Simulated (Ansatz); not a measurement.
**Pt (hcp type): how the settings move a single-point run**

Question: which choices in the input matter for Pt (hcp type)?

This is Pt in the hcp structure; at room conditions it is fcc.

Computed with Ansatz 0.2.0 (reference: DFT, PBE, all-electron LAPW, scalar-relativistic, unless a step's input says otherwise).

3 further runs of the same task are left out: 1 for a known fault of the program, 2 that didn't finish.

### 1 The starting structure

Symmetry: P6_3/mmc, No. 194, hexagonal system. Conventional cell: a = 2.816 Å, b = 2.816 Å, c = 4.562 Å, α = 90.00°, β = 90.00°, γ = 120.00°. Around Pt (site symmetry -6m2) lie 12 Pt at 2.80 to 2.82 Å.

Structure file:

```cif
data_structure
_symmetry_space_group_name_H-M 'P6_3/mmc'
_symmetry_Int_Tables_number 194
_cell_length_a 2.8158
_cell_length_b 2.8158
_cell_length_c 4.5616
_cell_angle_alpha 90.000
_cell_angle_beta 90.000
_cell_angle_gamma 120.000
_cell_volume 31.32
loop_
_atom_site_label
_atom_site_type_symbol
_atom_site_symmetry_multiplicity
_atom_site_Wyckoff_symbol
_atom_site_fract_x
_atom_site_fract_y
_atom_site_fract_z
_atom_site_occupancy
Pt1 Pt 2 c 0.33333 0.66667 0.25000 1
```

### 2 The reference run

Contents of input.yaml:

```yaml
crystal:
  lattice:
    - [2.8157965965, 0.0, 0.0]
    - [-1.4078982983, 2.4385513845, 0.0]
    - [0.0, 0.0, 4.5615904864]
  atoms:
    - { symbol: Pt, position: [0.3333333333, 0.6666666667, 0.25] }
    - { symbol: Pt, position: [0.6666666667, 0.3333333333, 0.75] }
kpoints:
  mp_grid: { grid: [12, 12, 7] }
scf:
  occupations: { method: fermi_dirac, width: 0.05 }
hamiltonian:
  xc: pbe
  pseudopotentials: { kind: all_electron, lapw: { basis_error: 0.001 } }
output:
  forces: true
  stress: true
  eigenvalues: true
  populations: true
```

Run with:

```bash
$ ansatz run input.yaml --threads 1 --pin off --max-ram 2048MiB --backend cpu --events-out ev --progress --plain --runs-dir out
```

From the output:

```text
[...]
Basis set: ecut = 264.02446337176855 eV, 313 PW (Γ), exchange–correlation at level 2
[...]
k-points: 76 of 1008
[...]
SCF iter   1: F=—  HF=-1001915.166053 eV  |F-HF|=—  |Δ(HF+E_count)|=         —  Δρ=3.00e-2  dr2=1.46e-1  ethr=1.73e-4  ⟨swp⟩=3.0  Hψ=24263  notcnv=0
preconditioner: auto → Kerker (q_TF=auto, 3.216 Å⁻¹)  [metal: Δε(μ)=0.016 eV  Ē_g=14.485 eV  σ=0.050 eV  W_gap=0.08  n_scr=22 (ndim 8)  ℏωp=29.7 eV  f_vac=0.009  D(μ)=4.22/eV (n_scr^D=66)]
[...]
SCF iter   2: F=—  HF=-1001914.549102 eV  |F-HF|=—  |Δ(HF+E_count)|=   6.17e-1  Δρ=7.76e-3  dr2=1.37e-2  ethr=1.64e-5  ⟨swp⟩=2.0  Hψ=19896  notcnv=0
[...]
SCF iter   8: F=—  HF=-1001914.508927 eV  |F-HF|=—  |Δ(HF+E_count)|=   5.67e-8  Δρ=2.33e-5  dr2=1.92e-7  ethr=1.81e-9  ⟨swp⟩=2.0  Hψ=11302  notcnv=0
SCF iter   9: F=-1001914.508927 eV  HF=-1001914.508927 eV  |F-HF|=6.98e-9  |Δ(HF+E_count)|=   1.03e-7  Δρ=1.08e-5  dr2=3.63e-8  ethr=2.29e-10  ⟨swp⟩=2.0  Hψ=11301  notcnv=0
[...]
SCF converged after 9 iterations
Free energy (F): -1001914.508927 eV
[...]
E sigma→0 (E₀):  -1001914.490221 eV
[...]
Fermi energy:    27.524072 eV
[...]
  P = ⅓ Tr σ = 1.2477 GPa (12.477 kbar)
[...]
```

It took 45 s on 1 thread of Arm Neoverse V1, shared host; peak memory 0.47 GiB.

### 3 Variant: lower_state_search off

input.yaml: that of step 2 with these lines changed.

```diff
@@ -12,2 +12,3 @@
   occupations: { method: fermi_dirac, width: 0.05 }
+  lower_state_search: "off"
 hamiltonian:
```

Run with:

```bash
$ ansatz run input.yaml --threads 1 --pin off --max-ram 2048MiB --backend cpu --events-out ev --progress --plain --runs-dir out
```

What it wrote, shortened:

```text
Pt: projections on atomic orbitals take those of the free atom 1s2 2s2 2p6 3s2 3p6 3d10 4s2 4p6 4d10 4f14 5s2 5p6 5d9 6s1, of charge +0.00 (hamiltonian.pseudopotentials.projection_atoms)
LAPW: plane waves up to 8.325 Å⁻¹, error target 1.0e-3 eV per atom; small_component_spin mean_spin; Pt in spheres of 1.400 Å, 42 of its electrons in bands, Dirac shells []
[...]
Pseudopotentials: kind: all_electron
Pseudopotential: Pt, LAPW, valence charge 42, Koelling and Harmon's equation, gaussian nucleus
Functional definition: PBE
[...]
Crystal: 2 atoms, lattice volume = 31.322 Å³
Basis set: ecut = 264.02446337176855 eV, 313 PW (Γ), exchange–correlation at level 2
Bands: 51, of which v1, the nominal top of the filled ones, is band 42 counted from 1 (41 counted from 0)
Symmetry: 24 space group operations
Space group: P63/mmc (ITA 194), of the structure as read, at distance tolerance 3.2e-5 Å
k-points: 76 of 1008
[...]
SCF iter   1: F=—  HF=-1001915.166053 eV  |F-HF|=—  |Δ(HF+E_count)|=         —  Δρ=3.00e-2  dr2=1.46e-1  ethr=1.73e-4  ⟨swp⟩=3.0  Hψ=24263  notcnv=0
[...]
SCF iter   9: F=-1001914.508927 eV  HF=-1001914.508927 eV  |F-HF|=6.98e-9  |Δ(HF+E_count)|=   1.03e-7  Δρ=1.08e-5  dr2=3.63e-8  ethr=2.29e-10  ⟨swp⟩=2.0  Hψ=11301  notcnv=0
[...]
SCF converged after 9 iterations
Free energy (F): -1001914.508927 eV
[...]
E sigma→0 (E₀):  -1001914.490221 eV
Entropy (-TS):   -0.037411 eV (-18.706 meV/atom)
Fermi energy:    27.524072 eV
[...]
--- Forces (eV/Å), atoms counted from 1 ---
  atom   1  Pt     0.00000000     0.00000000    -0.00000000
  atom   2  Pt    -0.00000000    -0.00000000     0.00000000
[...]
--- Stress (GPa, compression-positive) ---
       -1.955406      -0.000000       0.000000
       -0.000000      -1.955406      -0.000000
        0.000000      -0.000000       7.653979
  P = ⅓ Tr σ = 1.2477 GPa (12.477 kbar)
--- Band table (eV; the first three rows and the last of 76) ---
[...]
--- Löwdin populations: 2 sites ---
  site symbol       q [e]
     0     Pt     77.8602
     1     Pt     77.8602
  spilling = 0.001792 (of n_electrons = 156.000000)
```

It took 46 s on 1 thread of Arm Neoverse V1, shared host; peak memory 0.47 GiB.

The changed input (search for lower states) leaves the energy the same to the digits printed.

### 4 All runs together

```
                      run     ending  energy change  pressure (GPa)  gap (eV)  force (eV/Å)  cycles  time
                reference  converged              0             1.2      0.00          0.00       9  45 s
1: lower_state_search off  converged   0.0 meV/atom             1.2      0.00          0.00       9  46 s
```

Residual by cycle in the longest SCF loop of each run; runs are numbered as in the table. The quantity is the density residual dr2, in eV.

```
cycle  reference    run 1
    1      0.146    0.146
    2     0.0137   0.0137
    3     0.0138   0.0138
    4    0.00592  0.00592
    5    0.00128  0.00128
    6     3.3e-5   3.3e-5
    7     1.5e-6   1.5e-6
    8     1.9e-7   1.9e-7
    9     3.6e-8   3.6e-8
```

What this shows: The changed input (search for lower states) leaves the energy the same to the digits printed.
